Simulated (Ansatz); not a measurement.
## B under changes of volume

One of the cells (8.729 Å³/atom); the others are scaled copies at fixed shape and fractional positions:

```
B
1.0
     2.34611    0.00000    0.00000
     0.00000    2.34611    0.00000
     0.00000    0.00000    1.58579
B
1
Direct
  0.50000 0.50000 0.50000
```

The cell was built by a generator and needn't be a form met in nature.

| Quantity | Value |
| --- | --- |
| Program | Ansatz 0.2.0 |
| Functional | PBE |
| Potentials or basis | Ansatz PAW |
| Cutoff | 420 eV (not typed: the program's choice for these potentials) |
| k mesh | 11 × 11 × 16 |
| Occupations | fermi-dirac, width 0.05 eV |
| Spin | no spin polarisation |

| volume (Å³/atom) | energy over the lowest point (meV/atom) | pressure (GPa) |
| --- | --- | --- |
| 8.205 | ? | ? |
| 8.379 | 7.17 | 7.1 |
| 8.554 | 1.55 | 3.2 |
| 8.729 | 0.00 | -0.3 |
| 8.903 | 2.14 | -3.6 |
| 9.078 | 7.69 | -6.5 |
| 9.252 | 16.34 | -9.3 |

Task: What does the run at 8.205 Å³/atom give?

Result: Energy over the lowest point 17.16 meV/atom; pressure 11.3 GPa.

Worked out: A Birch-Murnaghan fit of order 3 (a polynomial in V^(-2/3)) to the other rows has its minimum at 8.71 Å³/atom with B0 = V·E''(V) = 171 GPa and B' = 3.3 at fixed shape and positions, which overstates the stiffness. It gives 17.13 meV/atom at 8.205 Å³/atom, against the run's 17.16, and -dE/dV = 11.3 GPa, against 11.3.

Energies are extrapolated to zero smearing.
